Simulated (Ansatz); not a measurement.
input.yaml (Ansatz)

```yaml
crystal:
  lattice:
    - [3.2655835433, 0.0, 0.0]
    - [0.0, 3.2655835433, 0.0]
    - [0.0, 0.0, 3.2655835433]
  atoms:
    - { symbol: "Y", position: [0.0, 0.0, 0.0] }
hamiltonian:
  xc: revpbe
  pseudopotentials:
    kind: paw
    azcp:
      "Y": "pseudopotentials/Y.paw.azcp"
basis:
  ecutwfc: 420
  fft_grid_basis: typed
kpoints:
  mp_grid: { grid: [11, 11, 11], shift: [0, 0, 0] }
magnetization:
  spin_polarized: false
scf:
  occupations: { method: fermi_dirac, width: 0.1 }
  lower_state_search: "off"
output:
  stress: true
```

Terminal output

```
Engine: ansatz 0.2.0, aarch64-unknown-linux-gnu
Pseudopotentials: kind: paw
Pseudopotential: Y, paw, valence charge 11, recommended cutoff 420 eV (normal) 
Functional definition: revPBE
  parameter kappa = 1.245
  parameter beta = 0.06672455060314922
  exchange = pbe_x(kappa = kappa, mu = beta*pi^2/3)
  correlation = pbe_c(beta = beta)
Crystal: 1 atoms, lattice volume = 34.824 Å³
Basis set: ecut = 420 eV, 691 PW (Γ)
Bands: 10, of which v1, the nominal top of the filled ones, is band 6 counted from 1 (5 counted from 0)
Symmetry: 48 space group operations
Space group: Pm-3m (ITA 221), of the structure as read, at distance tolerance 3.3e-5 Å
k-points: 56 of 1331
Non-local potential: Y, projectors of the file, l = 0: 3, l = 1: 2, l = 2: 2, l = 3: 1
PAW form: soft (Blöchl's): semilocal exchange-correlation on the pseudo side does not see the compensation charge
PAW frozen core: Y, regenerated for the run's functional, and the local potential with it (the file was generated under x = pbe(κ = 0.804, μ = 0.2195149727645171), c = pbe(β = 0.06672455060314922))
PAW one-centre angular grid: Y, 590 points (default); XC on 64 Gauss nodes
Initial density: superposition of atomic densities (neutral atoms: chi_scale 0, normalization atom), corrected by the library's trained network
Initial wavefunctions: pseudopotential atomic-orbital guess
Functional: x = revpbe(κ = 1.245, μ = 0.2195149727645171), c = pbe(β = 0.06672455060314922)
SCF iter   1: F=—  HF=-3852.746277 eV  |F-HF|=—  |Δ(HF+E_count)|=         —  Δρ=4.64e-3  dr2=8.22e-3  ethr=1.77e-3  ⟨swp⟩=5.1  Hψ=3214  notcnv=0
SCF iter   2: F=—  HF=-3852.745648 eV  |F-HF|=—  |Δ(HF+E_count)|=   6.29e-4  Δρ=2.91e-3  dr2=3.60e-3  ethr=7.47e-5  ⟨swp⟩=1.0  Hψ=1009  notcnv=0
SCF iter   3: F=—  HF=-3852.745171 eV  |F-HF|=—  |Δ(HF+E_count)|=   4.77e-4  Δρ=4.18e-4  dr2=3.67e-5  ethr=3.27e-5  ⟨swp⟩=2.1  Hψ=668  notcnv=0
SCF iter   4: F=—  HF=-3852.745174 eV  |F-HF|=—  |Δ(HF+E_count)|=   2.78e-6  Δρ=1.80e-4  dr2=1.45e-5  ethr=3.34e-7  ⟨swp⟩=2.0  Hψ=912  notcnv=0
SCF iter   5: F=—  HF=-3852.745168 eV  |F-HF|=—  |Δ(HF+E_count)|=   5.81e-6  Δρ=4.97e-5  dr2=8.78e-7  ethr=1.32e-7  ⟨swp⟩=2.9  Hψ=907  notcnv=0
SCF iter   6: F=-3852.745168 eV  HF=-3852.745168 eV  |F-HF|=2.51e-9  |Δ(HF+E_count)|=   3.76e-7  Δρ=3.88e-6  dr2=4.06e-9  ethr=9.09e-10  ⟨swp⟩=4.6  Hψ=1797  notcnv=0
SCF 1 converged in 6 iterations: F = -3852.745168 eV  dr2 = 4.06e-9
SCF converged after 6 iterations
Free energy (F): -3852.745168 eV
Harris-Foulkes:  -3852.745168 eV  (|F-HF|=2.51e-9)
Internal energy: -3852.665853 eV  (E = F + TS)
E sigma→0 (E₀):  -3852.705510 eV
Entropy (-TS):   -0.079315 eV (-79.315 meV/atom)
Fermi energy:    8.772340 eV
--- Per-component energies (eV) ---
  E_band       = -130.759230
  E_kinetic    = 305.110324
  E_local      = -660.905890  (includes V_loc(G=0)·N_el)
  E_nonlocal   = 49.991708
  E_hartree    = 213.068453
  E_xc         = -173.004440
  E_vxc        = -198.267140  (∫ρ·V_xc dr)
  E_paw        = -2829.952084  (= ΣΔE_a)
  E_vpaw       = -52.823508  (= ΣTr[D̂ρ^β])
  E_aug_tail   = 0.000003  (compensation charges beyond the density's cutoff)
  E_ewald      = -756.922209
  E_core_change = -0.051719  (= ΣΔE_core)
  E_smearing   = -0.079315  (= −TS)
  E_closure    = -0.000000  (closes the sum)
  Σ components = -3852.745168   (vs F -3852.745168, Δ=0.00e0)
--- Stress (GPa, compression-positive) ---
        0.999104       0.000000       0.000000
        0.000000       0.999104       0.000000
        0.000000       0.000000       0.999104
  P = ⅓ Tr σ = 0.9991 GPa (9.991 kbar)
```

Command:

```sh
ansatz run input.yaml --threads 2 --pin off --max-ram 5120MiB --backend cpu --events-out ev --progress --plain --runs-dir out
```

On 2 threads of Arm Neoverse V1 (shared host) this took about 0.67 s of wall time and 1.2 s of CPU time.
